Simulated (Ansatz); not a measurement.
# What a trial cell of Co relaxes into

These are results of DFT PBE, scalar-relativistic, plane waves, PAW (Ansatz), not measurements. Cutoff 420 eV, Γ-centred k mesh, Gaussian smearing, no spin polarisation in the final step.

Co was placed on the sites of a reported O cell (R-3m, No. 166), at a guessed volume.

```xyz
2
Lattice="1.4482 0.8361 3.4678 -1.4482 0.8361 3.4678 0.0000 -1.6722 3.4678" Properties=species:S:1:pos:R:3 pbc="T T T"
Co    0.0000    0.0000    0.6003
Co    0.0000    0.0000    9.8030
```

Cell and atoms relax at zero pressure; the relaxation can't lower the symmetry of the start. After a coarse first stage the cell is made exact in the group found at 0.06 Å.

Energies count from the standard state of Co at the same level.

Question: Describe the relaxed structure.

Answer: It keeps R-3m (No. 166), but not the shape of the type it started on. Conventional cell: a = 2.421 Å, c = 12.673 Å. Co is coordinated by 1 Co at 2.25 Å and 9 Co at 2.42 Å.

```cif
data_structure
_symmetry_space_group_name_H-M 'R-3m:H'
_symmetry_Int_Tables_number 166
_cell_length_a 2.4215
_cell_length_b 2.4215
_cell_length_c 12.6732
_cell_angle_alpha 90.000
_cell_angle_beta 90.000
_cell_angle_gamma 120.000
_cell_volume 64.35
loop_
_atom_site_label
_atom_site_type_symbol
_atom_site_symmetry_multiplicity
_atom_site_Wyckoff_symbol
_atom_site_fract_x
_atom_site_fract_y
_atom_site_fract_z
_atom_site_occupancy
Co1 Co 6 c 0.33333 0.66667 0.75537 1
```

Question: What are its volume, energy, density and gap?

Answer: The volume per atom is 10.73 Å³. The density is 9.12 g/cm³ and the energy over the standard structure is 0.40 eV/atom. The gap on the 27×27×27 mesh is 0 eV (a metal).

The final run used a 27×27×27 mesh on its 2-atom cell and 0.10 eV smearing. The k mesh leaves about 4 meV/atom of noise in metals. Symmetry constrained the relaxation, so the result can be a saddle point. The steps took of the order of 4 core-minutes in all.